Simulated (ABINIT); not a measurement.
## MgO (Fm-3m): G0W0 in ABINIT against the screening cutoff in the self-energy

How does the gap of MgO (Fm-3m) converge in the screening cutoff in the self-energy?

Program: ABINIT 10.8.3. Level of theory: PBE and many-body steps on it, plane waves. Results are calculated unless marked as measured.

Report form: the programs' logs are mostly left out.

### Step 1. Set-up

The structure is cubic, space group Fm-3m (No. 225). Conventional cell: a = 4.194 Å, b = 4.194 Å, c = 4.194 Å, α = 90.00°, β = 90.00°, γ = 90.00°. Nearest to Mg lie 6 O at 2.10 Å. Nearest to O lie 6 Mg at 2.10 Å. Farther neighbours and most contacts between anions are not listed.

The cell and positions are those that the Materials Project relaxed with its own functionals (PBE, PBE+U or r2SCAN), kept fixed.

### Step 2. Screening, 6×6×6 mesh, 343 bands, screening to 435.4 eV

This step: ABINIT 10.8.3; RPA screening on PBE, plane waves, norm-conserving pseudopotentials.

The RPA dielectric matrix is built and inverted for each q.

run.abi

```
acell 3*1.0 Angstrom
rprim 
  -0.000000000000 2.097001392700 2.097001392700
  2.097001392700 0.000000000000 2.097001392700
  2.097001392700 2.097001392700 0.000000000000
ntypat 2
znucl 12 8
natom 2
typat 1 2
xred 
  0.000000000000 0.000000000000 0.000000000000
  0.500000000000 0.500000000000 0.500000000000
pp_dirpath "pseudos"
pseudos "Mg.upf, O.upf"
ecut 38
ngkpt 6 6 6
nshiftk 1
shiftk 0 0 0
kptopt 1
chksymbreak 0
istwfk *1
occopt 1
irdwfk 1
optdriver 3
nband 343
ecuteps 16
inclvkb 2
awtr 1
symchi 1
indata_prefix "in"
outdata_prefix "out"
tmpdata_prefix "tmp"
```

Command:

```
> OMP_NUM_THREADS=1 mpirun -n 8 abinit run.abi > log
```

Run time: 2.3 min. Hardware: 8 MPI ranks of Intel Xeon 6975P-C (Granite Rapids), shared host; peak memory 3.1 GiB.

This step gave:

- ε∞ with local fields, on this mesh, along the program's q direction: 3.016
- the same without local fields: 3.240
- plasma frequency: 34.59 eV
- plane waves in the screening matrix: 339

Local fields lower ε∞ by 7 %.

### Step 3. 1.6 Ha

This step: G0W0 on PBE, plane waves, norm-conserving pseudopotentials.

run.abi, as its differences from that of step 2:

```diff
@@ -23,8 +23,15 @@
 irdwfk 1
-optdriver 3
+optdriver 4
 nband 343
-ecuteps 16
-inclvkb 2
-awtr 1
-symchi 1
+gwcalctyp 0
+ecutsigx 38
+symsigma 1
+nkptgw 1
+kptgw 
+  0.0000000000 0.0000000000 0.0000000000
+bdgw 
+  6 12
+ecuteps 1.6
+irdscr 1
+ppmodel 1
 indata_prefix "in"
```

Elapsed: 2.3 s, on 8 MPI ranks; peak memory 0.17 GiB.

Numbers from this step:

```
G0W0 gap on the points computed              : 7.037 eV
starting gap on the mesh                     : 4.895 eV
k of the valence top                         : 0, 0, 0
k of the conduction bottom                   : 0, 0, 0
Z at the valence top                         : 0.839
Z at the conduction bottom                   : 0.869
least direct G0W0 gap on the computed points : 7.037 eV
```

### Step 4. 3.2 Ha

run.abi, as its differences from that of step 3:

```diff
@@ -33,3 +33,3 @@
   6 12
-ecuteps 1.6
+ecuteps 3.2
 irdscr 1
```

The job ended after 2.1 s (8 MPI ranks; peak memory 0.18 GiB).

Numbers from this step:

| Item | Value |
| --- | --- |
| G0W0 gap on the points computed | 6.956 eV |
| starting gap on the mesh | 4.895 eV |
| k of the valence top | 0, 0, 0 |
| k of the conduction bottom | 0, 0, 0 |
| Z at the valence top | 0.827 |
| Z at the conduction bottom | 0.865 |
| least direct G0W0 gap on the computed points | 6.956 eV |

### Step 5. 5.6 Ha

The self-energy is evaluated for the states that the input lists, and the levels follow from it, in one-shot runs by the linearised quasiparticle equation.

run.abi, as its differences from that of step 4:

```diff
@@ -33,3 +33,3 @@
   6 12
-ecuteps 3.2
+ecuteps 5.6
 irdscr 1
```

Run time: 3.2 s. Hardware: 8 MPI ranks; peak memory 1.9 GiB; 24 s of CPU time.

Numbers from this step:

```yaml
g0w0_gap_on_the_points_computed: 7.121 eV
starting_gap_on_the_mesh: 4.895 eV
k_of_the_valence_top: 0, 0, 0
k_of_the_conduction_bottom: 0, 0, 0
least_direct_g0w0_gap_on_the_computed_points: 7.121 eV
```

The gap on the mesh goes from 4.89 eV to 7.12 eV, a correction of +2.23 eV.

### Step 6. 8 Ha

run.abi, as its differences from that of step 5:

```diff
@@ -33,3 +33,3 @@
   6 12
-ecuteps 5.6
+ecuteps 8
 irdscr 1
```

Wall time 5.3 s (8 MPI ranks); peak memory 1.4 GiB.

This step gave:

| Quantity | Value |
| --- | --- |
| G0W0 gap on the points computed | 7.273 eV |
| starting gap on the mesh | 4.895 eV |
| k of the valence top | 0, 0, 0 |
| k of the conduction bottom | 0, 0, 0 |
| least direct G0W0 gap on the computed points | 7.273 eV |

Against the run before, the gap moves by +0.152 eV.

### Step 7. 12 Ha

run.abi, as its differences from that of step 6:

```diff
@@ -33,3 +33,3 @@
   6 12
-ecuteps 8
+ecuteps 12
 irdscr 1
```

Elapsed: 12 s, on 8 MPI ranks; peak memory 2.2 GiB.

Numbers from this step:

| Quantity | Value |
| --- | --- |
| G0W0 gap on the points computed | 7.325 eV |
| starting gap on the mesh | 4.895 eV |
| k of the valence top | 0, 0, 0 |
| k of the conduction bottom | 0, 0, 0 |
| least direct G0W0 gap on the computed points | 7.325 eV |

Against the run before, the gap moves by +0.052 eV.

### Step 8. 16 Ha

run.abi, as its differences from that of step 7:

```diff
@@ -33,3 +33,3 @@
   6 12
-ecuteps 12
+ecuteps 16
 irdscr 1
```

Elapsed: 19 s, on 8 MPI ranks; peak memory 3 GiB.

Numbers from this step:

| Quantity | Value |
| --- | --- |
| G0W0 gap on the points computed | 7.334 eV |
| starting gap on the mesh | 4.895 eV |
| k of the valence top | 0, 0, 0 |
| k of the conduction bottom | 0, 0, 0 |
| least direct G0W0 gap on the computed points | 7.334 eV |

Against the run before, the gap moves by +0.009 eV.

### Step 9. The runs together

Times are wall times on 8 MPI ranks of Intel Xeon 6975P-C (Granite Rapids), shared host, good to a factor of about two. A run's time includes the screening step that it read.

| run | mesh | bands | screening cutoff (eV) | DFT gap (eV) | gap on the mesh (eV) | direct (eV) | ε∞ used | time |
| --- | --- | --- | --- | --- | --- | --- | --- | --- |
| 1.6 Ha | 6×6×6 | 343 | 43.5 | 4.895 | 7.037 | 7.037 | 3.02 | 2.3 min |
| 3.2 Ha | 6×6×6 | 343 | 87.1 | 4.895 | 6.956 | 6.956 | 3.02 | 2.3 min |
| 5.6 Ha | 6×6×6 | 343 | 152.4 | 4.895 | 7.121 | 7.121 | 3.02 | 2.4 min |
| 8 Ha | 6×6×6 | 343 | 217.7 | 4.895 | 7.273 | 7.273 | 3.02 | 2.4 min |
| 12 Ha | 6×6×6 | 343 | 326.5 | 4.895 | 7.325 | 7.325 | 3.02 | 2.5 min |
| 16 Ha | 6×6×6 | 343 | 435.4 | 4.895 | 7.334 | 7.334 | 3.02 | 2.6 min |

### Step 10. Outcome

* 1.6 Ha: 7.037 eV
* 3.2 Ha: 6.956 eV
* 5.6 Ha: 7.121 eV
* 8 Ha: 7.273 eV
* 12 Ha: 7.325 eV
* 16 Ha: 7.334 eV
* known limits: not at the basis limit

**Reading.** The setting moved: screening cutoff in the self-energy. From 1.6 Ha to 16 Ha the gap moves by +0.30 eV, not steadily: it passes through 6.96 eV. It holds to 0.03 eV from 12 Ha on. Bands and screening cutoff are coupled, so a series along one setting does not show full convergence. Bands and cutoff are finite, so the gap is not at the basis limit. The miss can reach some tenths of an eV and take either sign; the mesh is an error of its own. In the G0W0 runs levels were corrected at 1 k point alone, so a gap called «on the mesh» is the least over those, and an edge elsewhere would be missed.

[Paths, hosts, dates, memory and timing lines, banners, echoed tables and standing remarks are left out of the program output.]

[Logs are printed without paths, hosts, clocks, repeated set-up lines and the standing remarks that a program may print on its own settings, such as how far it seeks lower states.]

[Runs of the session that timed out or met a known fault of the program may be left out.]

[Hosts, paths, dates, database ids (printed as entryN), source tags and the programs' standing remarks are cut or masked in the printed files.]

[G0W0 gaps are taken among the corrected bands and points alone; a level outside them can change the order at an edge.]

[Where Ansatz stands beside ABINIT at settings called matched, ABINIT's density can come from a denser mesh and the files from another edition; pairs whose starting gaps differed by over 0.03 eV were left out, so agreement reads better than it is.]
